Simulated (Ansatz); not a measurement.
A scan (energy against volume; even scaling of the relaxed cell, symmetry kept) gave these values. These are PBE (plane waves to 420 eV, PAW, scalar-relativistic; Ansatz, an electronic-structure program) values and carry that method's errors.

- Bulk modulus at fixed cell shape B₀ (third-order Birch-Murnaghan fit): 184 GPa
- Pressure derivative B₀′ (fit): 4.4
- Equilibrium volume of the fit: 12.08 Å³/atom

Of these crystals, all scanned alike, which one is it?
A) Ti₃SiC₂ (MAX-312 type, space group P6_3/mmc)
B) CdSe (wurtzite)
C) IrO₂ (rutile)
D) ZnCu₂SnS₄ (kesterite type, space group I-4)

A, Ti₃SiC₂ (MAX-312 type, space group P6_3/mmc). The others have, for the bulk modulus at fixed cell shape: IrO2 274 GPa, CdSe 44.6 GPa, ZnCu2SnS4 67.9 GPa

All were relaxed with their symmetry unable to fall. At this level the bands of ZnCu2SnS4 touch or barely overlap; measurements give the solid a gap. IrO2 is run without spin polarisation and with no Hubbard U. Spin-orbit coupling is left out. Ti3SiC2 is run without spin polarisation. ZnCu2SnS4 is run without spin polarisation. With the shape held, the modulus is that of even scaling; a crystal free to change shape is softer.

(A scan under strain: stresses follow from slopes of the energy per volume, elastic moduli from its curvatures.)
